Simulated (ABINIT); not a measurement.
ZrSe2:

```xyz
3
Lattice="3.7980 0.0000 0.0000 -1.8990 3.2892 0.0000 0.0000 0.0000 6.1920" Properties=species:S:1:pos:R:3 pbc="T T T"
Zr    0.0000    0.0000    0.0000
Se    1.8990    1.0964    4.6440
Se    0.0000    2.1928    1.5480
```

Program: ABINIT 10.8.3 (patched build). Alike in all runs: no spin polarisation; cell as given; smearing fermi-dirac 0.05 eV.

Q: Order these runs on this cell by their pressure, lowest first.
A. level PBEsol; potentials or basis JTH PAW PBE v2.0; k mesh 6 × 6 × 4; cutoff (eV) 463; fine-grid cutoff 925.187 eV
B. level revPBE; potentials or basis JTH PAW PBE v2.0; k mesh 8 × 8 × 5; cutoff (eV) 463; fine-grid cutoff 925.187 eV
C. level LDA; potentials or basis JTH PAW LDA v2.0; k mesh 8 × 8 × 5; cutoff (eV) 463; fine-grid cutoff 925.187 eV
D. level r2SCAN; potentials or basis JTH PAW PBE v2.0; k mesh 5 × 5 × 3; cutoff (eV) 544; fine-grid cutoff 1088.46 eV
E. level rPW86PBE; potentials or basis JTH PAW PBE v2.0; k mesh 8 × 8 × 5; cutoff (eV) 463; fine-grid cutoff 925.187 eV

A: C (-3.2 GPa), A (-1.1 GPa), D (1.7 GPa), B (3.4 GPa), E (5.2 GPa).

Caveats: the PAW data sets were made with another functional, which shifts forces and pressure a little (some runs); this functional lacks dispersion, which binds the layers, so the pressure and a relaxed spacing across them are unreliable (some runs).

Runs at the PBE level aren't shown here.
